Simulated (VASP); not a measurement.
Here is a VASP 6.6.1 calculation.

INCAR

```
PREC     = Accurate       # precision mode
ENCUT    = 520            # plane-wave cutoff, eV
EDIFF    = 1E-6           # SCF threshold, eV
ISMEAR   = 0              # smearing method
SIGMA    = 0.02           # smearing width, eV
LREAL    = Auto         
LASPH    = True           # aspherical terms in the spheres
NELM     = 100            # most SCF steps
ALGO     = Fast           # electronic algorithm
ISIF     = 2              # what is computed and relaxed
LWAVE    = False          # write WAVECAR
LCHARG   = False          # write CHGCAR
GGA      = PS             # functional
NBANDS   = 57             # bands
```

File KPOINTS:

```
regular mesh
0
Gamma
  2 2 1
```

POSCAR

```
C19O
1.0
    7.3980000000      0.0000000000      0.0000000000
   -3.6990000000      6.4068560000      0.0000000000
    0.0000000000      0.0000000000     13.0000000000
C O
19 1
Direct
   -0.0031028049      0.0012883074      0.0657311538
    0.2171660057      0.1114512329      0.0657651538
   -0.0053887954      0.3340356019      0.0657966154
    0.2194797889      0.4464648495      0.0657970000
   -0.0037296583      0.6696836951      0.0657860769
    0.2177846813      0.7804225661      0.0657860769
    0.3279233594      0.0006931637      0.0657796154
    0.5527998815      0.1131339615      0.0657663846
    0.3296323076      0.3363281460      0.0657788462
    0.5511528106      0.4471166513      0.0657803077
    0.3302310999      0.6679961279      0.0657833846
    0.5505336298      0.7781145698      0.0657317692
    0.6629496826      0.0029869565      0.0657127692
    0.8845011182      0.1137448696      0.0657511538
    0.6635675875      0.3346728879      0.0658001538
    0.8838618029      0.4448155226      0.0658058462
    0.6613221126      0.6673792887      0.0657543077
    0.8861355148      0.7798060390      0.0657493846
    0.7397103716     -0.0639466534      0.3163180769
    0.6690613697      0.0107128988      0.3659801538
```

Potentials or basis: VASP PAW PBE potentials, release 64 (C, O).

Launch:

```bash
$ cat potpaw_PBE.64/C/POTCAR potpaw_PBE.64/O/POTCAR > POTCAR
$ mpirun -np 1 vasp_std > vasp.out
```

Task: Predict the band gap on the k mesh.

Result: 0.21 eV, direct.

Task: Predict the largest force.

Result: 1.062 eV/Å.

Forces in eV/Å, atoms in the order of the input:
```
C   -0.014 -0.011  0.002
C    0.014  0.006  0.001
C    0.007  0.020  0.002
C   -0.019  0.005  0.000
C    0.018 -0.008 -0.001
C   -0.004 -0.020 -0.001
C    0.005  0.006  0.002
C   -0.017  0.009  0.000
C    0.011 -0.006  0.000
C    0.005 -0.019 -0.002
C   -0.021  0.002  0.001
C    0.014  0.012 -0.002
C    0.018 -0.014 -0.003
C    0.002 -0.019 -0.002
C   -0.020 -0.004  0.000
C    0.010  0.023  0.000
C    0.002  0.017  0.002
C   -0.010  0.001  0.001
C    0.748 -0.449 -0.605
O   -0.748  0.449  0.605
```

Caveat: the k mesh is coarse (spacing up to 0.49 Å⁻¹), so the values aren't converged; the standard files for N, O and F lose accuracy on very short bonds; the PAW data sets were made with another functional, which shifts forces and pressure a little.
